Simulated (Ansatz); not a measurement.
# fcc against bcc along group 5

Method: Ansatz 0.2.0, DFT, revPBE, plane waves (420 eV) with PAW, scalar-relativistic. The PAW files were generated under PBE, with cores re-solved for the functional.

Each structure is relaxed within its symmetry, in the lowest magnetic state of the tried starts. Differences under about 8 meV lie within the error of the k-point mesh.

```tsv
element	E(fcc) − E(bcc) (meV/atom)	V(fcc) (Å³/atom)	V(bcc) (Å³/atom)	state of fcc	state of bcc
V	234	14.16	13.71	spin not included	spin not included
Nb	317	19.03	18.35	spin not included	spin not included
Ta	229	19.06	18.55	spin not included	spin not included
```
